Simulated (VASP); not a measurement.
Given:

```
CELL_PARAMETERS angstrom
      6.41788     0.00000     0.00000
      0.00000     6.41788     0.00000
      0.00000     0.00000     6.41788
ATOMIC_POSITIONS crystal
  Cs 0.00000 0.00000 0.00000
  Pb 0.50000 0.50000 0.50000
  I  0.50000 0.00000 0.50000
  I  0.00000 0.50000 0.50000
  I  0.50000 0.50000 0.00000
```

All values below come from PBE GGA, VASP's PBE PAW potentials (set 64) (plane waves; VASP). Run with 520 eV cut-off, 4×4×4 Γ-centred mesh, Gaussian smearing of 0.050 eV, potentials Cs_sv Pb_d I.

The job: CsPbI₃ (cubic perovskite), 5 atoms, PBE, static run, 520 eV, 4×4×4 Γ-centred mesh. Roughly how much core time does it take on a busy server core?

About 50 core-seconds (one run on a shared machine, a rough figure). It had 10 irreducible k-points, 26 bands, up to 7160 plane waves and 15 electronic steps.

The compound is CsPbI3 in the cubic perovskite structure, the ideal cubic form; the compound distorts at low or room temperature. This cell is one point of a volume scan, at 1.03 of the reference volume.
